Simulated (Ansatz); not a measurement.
Se (R-3)

Method: Ansatz, DFT r2SCAN, scalar-relativistic, plane waves, PAW.

Plane waves to 500 eV, a k mesh through Γ of 6×6×6 on the computed 6-atom cell and Gaussian smearing (0.02 eV); no spin polarisation.

The structure is relaxed at this level of theory with its symmetry kept. This form isn't the element's structure at ambient conditions.

Symmetry: R-3, No. 148, trigonal system. Conventional cell: a = 11.364 Å, b = 11.364 Å, c = 4.785 Å, α = 90.00°, β = 90.00°, γ = 120.00°. Around Se (site symmetry 1) lie 2 Se at 2.37 Å.

```
Volume per atom                                                                                                                             : 29.73 Å³
Formation energy from the elements' standard states (uncorrected)                                                                           : +0.022 eV/atom
Generalised Kohn–Sham band gap                                                                                                              : 1.65 eV, indirect from (0.146, -0.458, -0.156) to (0.234, 0.172, -0.255)
Löwdin character of the top 1 eV of the valence band                                                                                        : Se 4p 97 %
Löwdin character of the lowest 1 eV of the conduction band                                                                                  : Se 4p 88 %, Se 4s 8 %, unprojected 5 %
Electron masses at the edge by Cartesian direction of the standard setting (m_e; degenerate bands sorted by energy; no spin-orbit coupling) : x: 0.52; y: 0.43; z: 0.93
Hole masses at the edge by Cartesian direction of the standard setting (m_e; degenerate bands sorted by energy; no spin-orbit coupling)     : x: 1.7; y: 1.0; z: 1.4
Bader charges (e)                                                                                                                           : Se (6 in the cell) 0.00
```

Each cell of Se holds molecules, and where no dispersion correction was added their binding is poorly described.

Cost: 3 runs of about 6.3 core-minutes in all, on Intel Xeon Platinum 8375C (Ice Lake) (shared hosts).